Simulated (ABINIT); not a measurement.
# Pd in ABINIT: the effect of functional

Crystal: Pd.

```
Pd
1.0
     2.78367    0.00000    0.00000
    -1.39183    2.41072    0.00000
     0.00000    0.00000    4.62889
Pd
2
Direct
  0.33333 0.66667 0.25000
  0.66667 0.33333 0.75000
```

This isn't the form of Pd at room conditions, which is fcc.

Alike in all runs:

- Program: ABINIT 10.8.3 (patched build)
- Task: single point
- Potentials or basis: JTH PAW PBE v2.0
- Cutoff: 707 eV
- k mesh: 11 × 11 × 6
- Occupations: fermi-dirac, width 0.05 eV
- Spin: no spin polarisation

```tsv
functional	pressure (GPa)
LDA	-15.9
PBEsol	-10.7
RPBE	2.6
BLYP	8.4
AM05	-11.2
r2SCAN	-3.8
SCAN	?
revPBE	1.3
PW91	-1.8
WC	-9.5
```

Q: What does the run with functional SCAN give?

A: Pressure -7.2 GPa.

Caveats: the PAW data sets were made with another functional, which shifts forces and pressure a little.

Runs at the PBE level aren't shown here.
